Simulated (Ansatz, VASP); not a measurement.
# Zn2Se3 in VASP and in Ansatz

```
Zn Se
1.0
     1.88783    1.08994    8.75104
    -1.88783    1.08994    8.75104
     0.00000   -2.17988    8.75104
Zn Se
2 3
Direct
  0.40000 0.40000 0.40000
  0.60000 0.60000 0.60000
  0.00000 0.00000 0.00000
  0.20950 0.20950 0.20950
  0.79050 0.79050 0.79050
```

Alike in both runs: task single point; functional PBE; k mesh 6 × 6 × 6; occupations gaussian, width 0.1 eV; no spin polarisation.

```csv
,VASP,Ansatz
version,VASP 6.6.1,Ansatz 0.2.0
potentials or method,"VASP PAW PBE potentials, release 64 (Zn, Se)","scalar-relativistic, plane waves, PAW"
plane-wave cutoff (eV),520,420
valence electrons in the cell,42,72
```

```tsv
	VASP	Ansatz	Ansatz less VASP
gap on the k mesh at the Fermi level (eV)	none	none	-
pressure (GPa)	-4.2	-4.3	-0.12
largest component of the traceless stress (GPa)	3.10	3.10	+0.001
rms of the force components (eV/Å)	0.155	0.162	+0.0065
```

Atom by atom the forces differ by 0.007 eV/Å (rms over components). A gap of «none» marks a metal or a gap that the smearing closes. The functional is the same, so the differences come from potentials, cutoffs and numerics. The two sets of potentials don't hold the same shells in valence.
